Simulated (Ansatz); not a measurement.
KF built on the CsCl prototype, relaxed with r2SCAN: the symmetry is Pm-3m (No. 221, cubic); a = 3.179 Å in the conventional setting, 16.06 Å³ an atom. K is surrounded by 8 F at 2.75 Å; F is surrounded by 8 K at 2.75 Å. One-shot G0W0@r2SCAN in Ansatz on a 4×4×4 mesh (contour deformation, no spin-orbit coupling), from an r2SCAN gap of 7.724 eV over the mesh points (the G0W0 gap is indirect on the mesh); the number N of bands summed and the screening cutoff rise together. No spin polarisation and no zero-point or thermal motion; the cell was built from a prototype and may be hypothetical.

```
  N  cutoff (eV)  1000/N  G0W0 gap (eV)
 60           80  16.667         10.601
128          140   7.812         10.651
```

Lay a straight line in 1000/N through these rows.
The slope is -0.0056 eV per unit of 1000/N and the intercept 10.695 eV.

Predict the gap at N = 229 (210 eV).
10.695 + (-0.0056) × 4.367 = 10.671 eV; the run gives 10.777 eV, +0.106 eV from the line.

With that run's result added, what limit do the last two rows suggest?
Their slope is (10.777 − 10.651)/(4.367 − 7.812) = -0.0366, which meets 1/N = 0 at 10.94 eV, against 10.695 eV from the first line. The slope steepens, so 1/N isn't yet asymptotic and the true limit probably lies higher still; the k mesh isn't extrapolated.
